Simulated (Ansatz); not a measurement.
Zinc-blende ZnTe, treated with revPBE (Ansatz, a quantum-chemistry and plane-wave program, PAW).

Numerical settings: plane-wave cutoff 520 eV, 10×10×10 k mesh, Fermi–Dirac smearing 0.01 eV, scalar-relativistic PAW data made under PBE.

Computed points:

```
V (Å³/atom)  E − E_lowest (meV/atom)  P (GPa)
-----------  -----------------------  -------
28.560                         15.07    2.807
29.168                          6.44    1.763
29.775                          1.55    0.832
30.383                          0.00    0.000
30.991                          1.43   -0.742
31.598                          5.53   -1.404
32.206                         11.99   -1.995
```

### Question
Fit the third-order Birch–Murnaghan equation and give B0 and B′.

### Answer
V0 = 30.383 Å³/atom, B0 = 39.2 GPa, B′ = 4.7 (fit to the energies at full precision).

Measured, for comparison: bulk modulus 51 ± 3 GPa (room temperature, not corrected to a static lattice; as tabulated in Determination of phase transition pressures of ZnTe under quasihydrostatic …); equilibrium volume per atom 28.42 Å³/atom (room temperature, not corrected to a static lattice; as tabulated in Albrecht et al. (1997), arXiv:cond-mat/9706128). Computed (rounded) less measured: bulk modulus -23 %, equilibrium volume per atom +6.9 %.

Spin–orbit coupling is not included.

Static lattice: no zero-point or thermal effects.
